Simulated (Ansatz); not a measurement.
**KCl: electron density at the nuclei under pressure**

```
CELL_PARAMETERS angstrom
0.00000 3.53037 3.53037
3.53037 0.00000 3.53037
3.53037 3.53037 0.00000
ATOMIC_POSITIONS crystal
K 0.00000 0.00000 0.00000
Cl 0.25000 0.25000 0.25000
```

Atoms are numbered in the order listed.

The structure comes from a relaxation in the same program, started in the zincblende type, and has space group F-43m. Whether it is a known phase or the ground state wasn't checked.

Computed with DFT, PBE, all-electron PAW with datasets made for the crystal, scalar-relativistic (Ansatz 0.2.0).

Sampling and basis: a Γ-centred 11×11×11 k mesh, Fermi–Dirac smearing of 0.03 eV, cutoff 200 eV (chosen by the program for this cell), no spin polarisation.

The contact density is the mean electron density over the nuclear volume; its changes follow the s electrons' response to bonding and compression. Changes below are taken from the unscaled cell, where it is 34807.4 e/Å³ at K1, 24118.2 e/Å³ at Cl2.

```json
{"V/V(cell)": "0.9405", "P (GPa)": "0.8", "Δρ(0) K1 (e/Å³)": "?", "Δρ(0) Cl2 (e/Å³)": "-0.12"}
{"V/V(cell)": "1.0000", "P (GPa)": "0.0", "Δρ(0) K1 (e/Å³)": "0.00", "Δρ(0) Cl2 (e/Å³)": "0.00"}
{"V/V(cell)": "1.0600", "P (GPa)": "-0.5", "Δρ(0) K1 (e/Å³)": "?", "Δρ(0) Cl2 (e/Å³)": "?"}
```

Question: Fill in "Δρ(0) K1 (e/Å³)" for the row "0.9405".

Answer: 0.19.

Question: Fill in "Δρ(0) K1 (e/Å³)" for the row "1.0600".

Answer: -0.16.

Question: Give the missing entry: row "1.0600", column "Δρ(0) Cl2 (e/Å³)".

Answer: 0.12.

The datasets are made afresh for each cell, so very small changes are uncertain.
